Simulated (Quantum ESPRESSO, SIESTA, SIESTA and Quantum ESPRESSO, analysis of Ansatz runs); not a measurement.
# V_Cl in NaCl (Fm-3m): how far do the levels depend on the basis, the mesh and the program? (SIESTA and Quantum ESPRESSO)

Question: at which Fermi levels does V_Cl in NaCl (Fm-3m) change its charge, and how much of the answer depends on the basis, the mesh and the program? The model is a cell of 54 host atoms with 1 Cl taken out.

Main program and level: SIESTA and Quantum ESPRESSO; SIESTA numerical-orbital DFT, PBEsol, DZP basis, PseudoDojo 0.4.1 potentials converted to PSML; charged supercells in a uniform background, point-charge correction with alignment at far sites.

## Step 1: Starting point

The cell holds 53 atoms: 27 Na and 26 Cl. Its edges and angles: a = 11.900 Å, b = 11.900 Å, c = 11.900 Å, α = 59.9°, β = 59.9°, γ = 59.9°. It derives from NaCl (space group Fm-3m). Nearest the centre at fractional (0.500, 0.500, 0.500): Na50 at 2.80 Å, Na34 at 2.80 Å, Na44 at 2.80 Å, Na32 at 2.80 Å, Na46 at 2.80 Å, Na28 at 2.80 Å, Cl31 at 3.96 Å, Cl43 at 3.96 Å.

Coordinates:

```
CELL_PARAMETERS angstrom
0.00647 8.41483 8.41483
8.41483 0.00647 8.41483
8.41483 8.41483 0.00647
ATOMIC_POSITIONS crystal
Na 0.00000 0.00000 0.00000
Cl 0.16667 0.16667 0.16667
Na 0.00000 0.00000 0.33333
Cl 0.16667 0.16667 0.50000
Na 0.00000 0.00000 0.66667
Cl 0.16667 0.16667 0.83333
Na 0.00000 0.33333 0.00000
Cl 0.16667 0.50000 0.16667
Na 0.00000 0.33333 0.33333
Cl 0.16667 0.50000 0.50000
Na 0.00000 0.33333 0.66667
Cl 0.16667 0.50000 0.83333
Na 0.00000 0.66667 0.00000
Cl 0.16667 0.83333 0.16667
Na 0.00000 0.66667 0.33333
Cl 0.16667 0.83333 0.50000
Na 0.00000 0.66667 0.66667
Cl 0.16667 0.83333 0.83333
Na 0.33333 0.00000 0.00000
Cl 0.50000 0.16667 0.16667
Na 0.33333 0.00000 0.33333
Cl 0.50000 0.16667 0.50000
Na 0.33333 0.00000 0.66667
Cl 0.50000 0.16667 0.83333
Na 0.33333 0.33333 0.00000
Cl 0.50000 0.50000 0.16667
Na 0.33333 0.33333 0.33333
Na 0.33333 0.33333 0.66667
Cl 0.50000 0.50000 0.83333
Na 0.33333 0.66667 0.00000
Cl 0.50000 0.83333 0.16667
Na 0.33333 0.66667 0.33333
Cl 0.50000 0.83333 0.50000
Na 0.33333 0.66667 0.66667
Cl 0.50000 0.83333 0.83333
Na 0.66667 0.00000 0.00000
Cl 0.83333 0.16667 0.16667
Na 0.66667 0.00000 0.33333
Cl 0.83333 0.16667 0.50000
Na 0.66667 0.00000 0.66667
Cl 0.83333 0.16667 0.83333
Na 0.66667 0.33333 0.00000
Cl 0.83333 0.50000 0.16667
Na 0.66667 0.33333 0.33333
Cl 0.83333 0.50000 0.50000
Na 0.66667 0.33333 0.66667
Cl 0.83333 0.50000 0.83333
Na 0.66667 0.66667 0.00000
Cl 0.83333 0.83333 0.16667
Na 0.66667 0.66667 0.33333
Cl 0.83333 0.83333 0.50000
Na 0.66667 0.66667 0.66667
Cl 0.83333 0.83333 0.83333
```

Screening for the image-charge correction: ε∞ = 2.57, ε0 = 5.87, from a response run on this crystal (DFPT, PBEsol, Quantum ESPRESSO) at that run's own cell.

The cell's shortest repeat is 11.9 Å.

The primitive cell was relaxed at this level beforehand, to 44.09 Å³.

The defect-free supercell was relaxed beforehand, from displaced atoms: they ended at most 0.01 Å from the sites they started about, so the symmetric structure holds.

## Step 2: Band edges

Levels are counted from the valence top, which comes from the unit cell, dense mesh; the energy of the host comes from the defect-free supercell at the defects' own k-points, so that the host's part of the sampling error cancels.

Contents of host.fdf:

```
SystemName                      NaCl
SystemLabel                     host
NumberOfSpecies                 2
NumberOfAtoms                   2
%block ChemicalSpeciesLabel
  1   11 Na
  2   17 Cl
%endblock ChemicalSpeciesLabel
LatticeConstant                 1.0 Ang
%block LatticeVectors
     0.002156000     2.804943000     2.804943000
     2.804943000     0.002156000     2.804943000
     2.804943000     2.804943000     0.002156000
%endblock LatticeVectors
AtomicCoordinatesFormat         Fractional
%block AtomicCoordinatesAndAtomicSpecies
     0.000000000     0.000000000     0.000000000  1
     0.500000000     0.500000000     0.500000000  2
%endblock AtomicCoordinatesAndAtomicSpecies
%block kgrid.MonkhorstPack
   10   0   0  0.00
    0  10   0  0.00
    0   0  10  0.00
%endblock kgrid.MonkhorstPack
XC.Functional                   GGA
XC.Authors                      PBEsol
PAO.BasisSize                   DZP
PAO.EnergyShift                 0.005 Ry
Mesh.Cutoff                     300 Ry
OccupationFunction              FD
ElectronicTemperature           0.01 eV
MaxSCFIterations                150
SCF.MustConverge                true
SCF.Mixer.Method                Pulay
SCF.Mixer.Weight                0.2
SCF.Mixer.History               10
SCF.DM.Tolerance                1.0e-4
SCF.H.Tolerance                 1.0e-3 eV
WriteForces                     true
Charge.Mulliken                 end
```

On the command line:

```console
$ OMP_NUM_THREADS=1 siesta host.fdf > host.out
```

Log:

```text
Version         : 5.4.2

                           ***********************
                           *  WELCOME TO SIESTA  *
                           ***********************

[...]
reinit: Reading from file host.fdf

reinit: -----------------------------------------------------------------------
reinit: System Name: NaCl
reinit: -----------------------------------------------------------------------
reinit: System Label: host
reinit: -----------------------------------------------------------------------

initatom: Reading input for the pseudopotentials and atomic orbitals ----------
Species number:   1 Atomic number:   11 Label: Na
Species number:   2 Atomic number:   17 Label: Cl

[... pseudopotential checks and orbital generation ...]

prinput: Basis input

PAO.BasisType split

%block ChemicalSpeciesLabel
    1   11 Na                      # Species index, atomic number, species label
    2   17 Cl                      # Species index, atomic number, species label
%endblock ChemicalSpeciesLabel

%block PAO.Basis                 # Define Basis set
# WARNING: This information might be incomplete!
[...]
(Free)E + p*V (eV/cell)    -1689.9382
Target enthalpy (eV/cell)    -1689.9509
[...]
siesta: Final energy (eV):
siesta:  Band Struct. =    -381.369569
siesta:       Kinetic =     906.705212
siesta:       Hartree =     556.093853
siesta:         Exch. =    -284.136537
siesta:         Corr. =     -21.399691
siesta:   Exch.-corr. =    -305.536228
siesta:  Ion-electron =   -2052.274634
siesta:       Ion-ion =    -794.939146
siesta:         Total =   -1689.950942
siesta:         Fermi =      -7.664162
[...]
siesta: Stress tensor (static) (eV/Ang**3):
siesta:    -0.000289   -0.000182   -0.000182
siesta:    -0.000182   -0.000289   -0.000182
siesta:    -0.000182   -0.000182   -0.000289
[...]
siesta: Cell volume =         44.086041 Ang**3
[...]
siesta: Pressure (static):
siesta:                Solid            Molecule  Units
siesta:           0.00000314          0.00000314  Ry/Bohr**3
siesta:           0.00028870          0.00028870  eV/Ang**3
siesta:           0.46255386          0.46255386  kBar
[...]
mulliken: Qtot =       16.000

Mulliken Atomic Populations:
Atom #   charge [q] valence [e]  Species
     1     0.310334    8.689666  Na
     2    -0.310334    7.310334  Cl
 Total     0.000000

Job completed
```

Wall time 9.4 s (1 MPI rank of Arm Neoverse V1, shared host); peak memory 0.19 GiB.

The gap at this level is 5.10 eV.

Test of the sampling: at one point at (¼, ¼, ¼) the host's energy lies 4 meV an atom above its value on the primitive cell's dense mesh, close enough for the relaxations.

(Part 1 of 5 ends here.)

[Logs are printed without paths, hosts, clocks, repeated set-up lines and the standing remarks that a program may print on its own settings, such as how far it seeks lower states.]

[Hosts, paths, dates, database ids (printed as entryN), source tags and the programs' standing remarks are cut or masked in the printed files.]

[For some hosts the program warned that the k-mesh of the response run may be too coarse for force constants and the static dielectric constant; such warnings are not shown here.]

[Charge tables in the logs are Mulliken or Hirshfeld populations, whose sizes and signs can differ; where basis functions stand at a vacancy, SIESTA counts their charge against the missing atom's valence.]

[In relaxation paths of CP2K, step 0 can be the structure after the first move, since the trajectory file begins there, and the last row can be the final structure solved once more.]
